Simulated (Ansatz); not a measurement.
SiC: the change of energy above given cell and pressure with volume ratio

Results calculated with Ansatz 0.2.0, not measured. Plane-wave density functional theory, PAW datasets, Gaussian smearing 0.05 eV: equation of state, the given cell scaled in volume with shape and atoms relaxed at each volume.

The cell before it is scaled or strained (space group P6_3mc, No. 186):
```
CELL_PARAMETERS angstrom
3.09190 0.00000 0.00000
-1.54600 2.67770 0.00000
0.00000 0.00000 5.07430
ATOMIC_POSITIONS crystal
Si 0.33330 0.66670 0.00460
Si 0.66670 0.33330 0.50460
C 0.33330 0.66670 0.38040
C 0.66670 0.33330 0.88040
```

Settings of every row: paw set soft_2; functional PBE; spin treatment none; moment partition spheres; spin axis none; wave cutoff 420 eV; k mesh 12x12x8; symmetry use detected.

Atom hubbard u: 0 on all atoms.

```csv
row,volume ratio,V (Å³/atom),energy above given cell (meV per atom),pressure (GPa)
1,0.96,10.083,11.96,9.436
2,0.98,10.293,?,?
3,1,10.503,0,0
4,1.02,10.713,2.7,-4.064
5,1.04,10.923,10.47,-7.743
```

Question: what energy above given cell and pressure should row 2 give?

Worked fit of energy above given cell. Take u = (V_r/V)^(2/3) − 1 with V_r = 10.608 Å³ an atom, which is twice the finite (Eulerian) strain; such expansions in the strain, on which the Birch-Murnaghan equation of state is built, carry the rest volume and the bulk modulus. The shown rows have u = 0.03442, 0.00665, -0.00654, -0.01932. Least squares give energy above given cell = 0.687 − 206.57 × u + 15517.2 × u² meV per atom; a straight line predicts inner rows, each left out in turn, worse (root mean square 6.9 against 0.0025 meV per atom). All shown rows lie on it to the printed digit. Its lowest point lies at u = 0.0067, or V = 10.5 Å³ an atom, and the curvature there gives the bulk modulus with shape and atoms relaxed, B = (4/9)(1 + u)² E″(u)/V = 213 GPa. The withheld row has u = 0.0203, so the fit gives 0.687 − 206.57 × (0.0203) + 15517.2 × (0.0203)² = 2.89 meV per atom.

The calculation gave 2.88 meV per atom. The fit lies 0.01 meV per atom (0.084 % of the column's range) above it, one unit of the last digit.

Worked fit of pressure. Take u = (V_r/V)^(2/3) − 1 with V_r = 10.608 Å³ an atom, which is twice the finite (Eulerian) strain; such expansions in the strain, on which the Birch-Murnaghan equation of state is built, carry the rest volume and the bulk modulus. The shown rows have u = 0.03442, 0.00665, -0.00654, -0.01932. Least squares give pressure = −2.0826 + 307.968 × u + 775.2 × u² GPa; a straight line predicts inner rows, each left out in turn, worse (root mean square 0.34 against 0.00092 GPa). All shown rows lie on it to the printed digit. The pressure vanishes at u = 0.0067, or V = 10.5 Å³ an atom, and there the bulk modulus with shape and atoms relaxed is B = −V dP/dV = (2/3)(1 + u) dP/du = 214 GPa. The withheld row has u = 0.0203, so the fit gives −2.0826 + 307.968 × (0.0203) + 775.2 × (0.0203)² = 4.489 GPa.

The calculation gave 4.487 GPa. The fit lies 0.002 GPa (0.012 % of the column's range) above it; its largest miss of a shown row is 0.000 GPa.
